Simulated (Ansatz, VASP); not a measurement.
## Two plane-wave programs on In

```
CELL_PARAMETERS angstrom
-1.86663 1.86855 1.94386
1.79371 -1.85061 1.85299
1.92749 1.91147 -1.92590
ATOMIC_POSITIONS crystal
In 0.02485 0.00405 0.01364
```

Change from the starting cell: cell strained at random at fixed volume.

Alike in both runs: task relaxation of the atoms; functional HSEsol; k mesh 5 × 5 × 5; occupations methfessel-paxton of order 1, width 0.2 eV; collinear spin, ferromagnetic start.

|  | VASP | Ansatz |
| --- | --- | --- |
| version | VASP 6.6.1 | Ansatz 0.2.0 |
| potentials or method | VASP PAW PBE potentials, release 64 (In) | Ansatz PAW |
| plane-wave cutoff (eV) | 500 | 420 |
| valence electrons in the cell | 3 | 13 |

```tsv
	VASP	Ansatz	Ansatz less VASP
gap on the k mesh at the Fermi level, each at its own relaxed structure (eV)	none	none	-
net moment per atom (μB)	0.00	0.00	0.000
```

A gap of «none» marks a metal or a gap that the smearing closes. The two sets of potentials don't hold the same shells in valence.

Caveats: the k mesh is coarse (spacing up to 0.48 Å⁻¹), so the values aren't converged, least of all with exact exchange; the relaxation stopped at its first step, so nothing moved; the starting moments weren't kept (Ansatz).
